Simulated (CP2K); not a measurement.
The system is Se.

```
Se
1.0
     4.36620    0.00000    0.00000
    -2.18310    3.78124    0.00000
     0.00000    0.00000    4.95360
Se
3
Direct
  0.77460 0.77460 0.00000
  0.00000 0.22540 0.66667
  0.22540 0.00000 0.33333
```

Base run:

* Program: CP2K 2026.2
* Functional: OLYP
* Potentials or basis: POTENTIAL_UZH Se GTH-PBE-q6; TZVP-MOLOPT-PBE-GTH basis
* Density cutoff: 9184 eV
* k mesh: 7 × 7 × 6
* Occupations: fermi-dirac, width 0.05 eV
* Spin: no spin polarisation

Its results: band gap on the k mesh 1.29 eV, indirect (least direct gap 1.52 eV); pressure 4.8 GPa; largest force 0.133 eV/Å.

Question: After a change of settings the same cell gave: band gap on the k mesh 1.10 eV, indirect (least direct gap 1.41 eV); pressure 1.9 GPa; largest force 0.738 eV/Å. Which change was it?
A. functional from OLYP to HLE17
B. functional from OLYP to PBE
C. functional from OLYP to RPBE
D. functional from OLYP to PBEsol

Answer: D.

PBEsol binds more tightly than OLYP, so the same cell stands under less pressure.

Caveats: the potentials were made for another functional, which shifts forces and pressure; the mesh misses the band edges, which the band path finds closer together; the basis of atomic orbitals isn't converged, which shifts pressures, moduli and gaps.
